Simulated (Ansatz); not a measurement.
# BeO, pressure series

Consider BeO in the wurtzite structure (space group P6_3mc, No. 186; a = 2.7118 Å, c = 4.4046 Å).

Cell and atoms are relaxed at each pressure.

Level of theory: PBE in Ansatz (plane waves to 420 eV, PAW, scalar-relativistic without spin-orbit coupling).

Candidates:
(a) pressure 3 GPa
(b) pressure 1.5 GPa
(c) pressure −1 GPa
(d) pressure 5 GPa

Base values:

The band gap is 7.45 eV.

Order them by band gap, lowest first.

(c) pressure −1 GPa (7.40 eV), (b) pressure 1.5 GPa (7.53 eV), (a) pressure 3 GPa (7.60 eV), (d) pressure 5 GPa (7.69 eV)

Load acts through the strain it causes; cell and atoms are relaxed under it. No phonon test of stability was made. Competing high-pressure phases were not computed.

Ansatz is a quantum-chemistry and plane-wave program.
